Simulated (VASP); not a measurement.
PbS (Galena): relaxation of the atoms with PBE

The system is PbS (Galena).

```xyz
2
Lattice="0.0000 3.0433 3.0433 3.0433 0.0000 3.0433 3.0433 3.0433 0.0000" Properties=species:S:1:pos:R:3 pbc="T T T"
Pb    0.0000    0.0000    0.0000
S     3.0433    3.0433    3.0433
```

The cell isn't the ideal one: a relaxed cell with its volume scaled by 1.04.

```
Program                : VASP 6.6.1
Task                   : relaxation of the atoms
Functional             : PBE
Potentials or basis    : VASP PAW PBE potentials, release 64 (Pb_d, S)
Cutoff                 : 600 eV
k mesh                 : 8 × 8 × 8
Occupations            : gaussian, width 0.03 eV
Spin                   : no spin polarisation
Further INCAR settings : ALGO = Fast; EDIFF = 1e-07; IBRION = 2; EDIFFG = -0.01; NSW = 40
```

```
Pressure after relaxing : -1.9 GPa
Band gap on the k mesh  : 0.62 eV, direct
```

Final structure:
```
CELL_PARAMETERS angstrom
0.00000 3.04325 3.04325
3.04325 0.00000 3.04325
3.04325 3.04325 0.00000
ATOMIC_POSITIONS crystal
Pb 0.00000 0.00000 0.00000
S 0.50000 0.50000 0.50000
```

Levels at points of the mesh, in eV from the valence-band top:
| k point | band 8 | band 9 | band 10 | band 11 | band 12 | band 13 |
| --- | --- | --- | --- | --- | --- | --- |
| (0.00, 0.00, 0.00) | -1.73 | -1.73 | -1.73 | 5.05 | 5.05 | 5.05 |
| (0.50, 0.00, 0.00) | -1.40 | -1.40 | 0.00 | 0.62 | 2.18 | 2.18 |
| (0.50, 0.50, 0.00) | -4.48 | -2.88 | -2.88 | 4.26 | 5.38 | 5.46 |

Wall time 18 s on 1 thread of Intel(R) Xeon(R) 6975P-C (Granite Rapids), with other jobs on the host, peak memory 0.21 GiB.

Caveat: the relaxation stopped at its first step, so nothing moved; spin-orbit coupling is left out, which as a rule narrows the gap of such compounds by several tenths of an eV. A k mesh can miss the band edges.
